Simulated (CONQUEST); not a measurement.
GaSb: equation of state with PBE

The system is GaSb.

```xyz
4
Lattice="4.3261 0.0000 0.0000 0.0000 4.3261 0.0000 0.0000 0.0000 6.1180" Properties=species:S:1:pos:R:3 pbc="T T T"
Sb    0.0000    2.1630    1.5295
Sb    2.1630    0.0000    4.5885
Ga    0.0000    0.0000    0.0000
Ga    2.1630    2.1630    3.0590
```

```
Program             : CONQUEST 1.3
Task                : equation of state
Functional          : PBE
Potentials or basis : PseudoDojo NC PBE, DZP, grid of 48 × 48 × 60 points
k mesh              : 6 × 6 × 5
Occupations         : fermi-dirac, width 0.05 eV
Spin                : no spin polarisation
Solver              : diagonalisation
SCF tolerance       : 1e-06
```

| Item | Value |
| --- | --- |
| Equilibrium volume | 30.08 Å³/atom |
| Bulk modulus | 44 GPa |
| Pressure derivative of the bulk modulus | 6.1 (rough: it moves with the points fitted) |

Energy against volume, from the lowest point:
```tsv
volume (Å³/atom)	energy (meV/atom)
26.907	59.27
27.480	37.68
28.052	21.72
28.625	11.02
29.197	3.70
29.770	0.00
30.342	0.29
```

All runs of the series together: 12 min on 1 thread of Intel(R) Xeon(R) Platinum 8259CL CPU @ 2.50GHz (Skylake/Cascade Lake) (shared host).

Caveat: the DZP basis gives volumes some 2 % larger than converged bases do, and moduli off by several per cent; the basis of atomic orbitals isn't converged, which shifts pressures, moduli and gaps. Zero-point motion and thermal expansion aren't in these numbers.
